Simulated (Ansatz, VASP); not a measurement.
# Nb in VASP and in Ansatz

Contents of INCAR:

```
  PREC = Accurate
  ENCUT = 520
  EDIFF = 1E-6
  ISMEAR = -1
  SIGMA = 0.05
  LREAL = F
  LASPH = T
  NELM = 60
  ALGO = Normal
  ISIF = 2
  LWAVE = F
  LCHARG = F
  NBANDS = 12
```

Contents of KPOINTS:

```
Automatic mesh
0
Gamma
  14 14 14
```

Contents of POSCAR:

```
Nb
1.0
    2.3620336523      0.0000000000      0.0000000000
    0.0000000000      2.3620336523      0.0000000000
    0.0000000000      0.0000000000      2.3620336523
Nb
1
Direct
    0.0000000000      0.0000000000      0.0000000000
```

Input for Ansatz:

```yaml
crystal:
  lattice:
    - [2.3620336523, 0.0, 0.0]
    - [0.0, 2.3620336523, 0.0]
    - [0.0, 0.0, 2.3620336523]
  atoms:
    - { symbol: Nb, position: [0.0, 0.0, 0.0] }
kpoints:
  mp_grid: { grid: [14, 14, 14] }
scf:
  occupations: { method: fermi_dirac, width: 0.05 }
hamiltonian:
  xc: lda
  pseudopotentials: { kind: paw }
output:
  forces: true
  stress: true
  eigenvalues: true
  populations: true
```

Change from the starting cell: volume scaled by 0.7, PAW files.

Alike in both runs: task single point; functional LDA; k mesh 14 × 14 × 14; occupations fermi-dirac, width 0.05 eV; no spin polarisation.

|  | VASP | Ansatz |
| --- | --- | --- |
| version | VASP 6.6.1 | Ansatz 0.2.0 |
| potentials or method | VASP PAW LDA potentials, release 64 (Nb_sv) | PAW with Ansatz's default frozen-core files, scalar-relativistic |
| plane-wave cutoff (eV) | 520 | 420 |
| valence electrons in the cell | 13 | 13 |

VASP gave:

* pressure (GPa): 110.2

Task: Estimate Ansatz's values.

Result: Pressure (GPa): 109.6.

Caveats: the cell as given lies far from equilibrium; so large a pressure means that the cell lies far from this level's equilibrium, or that cutoff or potentials fall short (VASP).
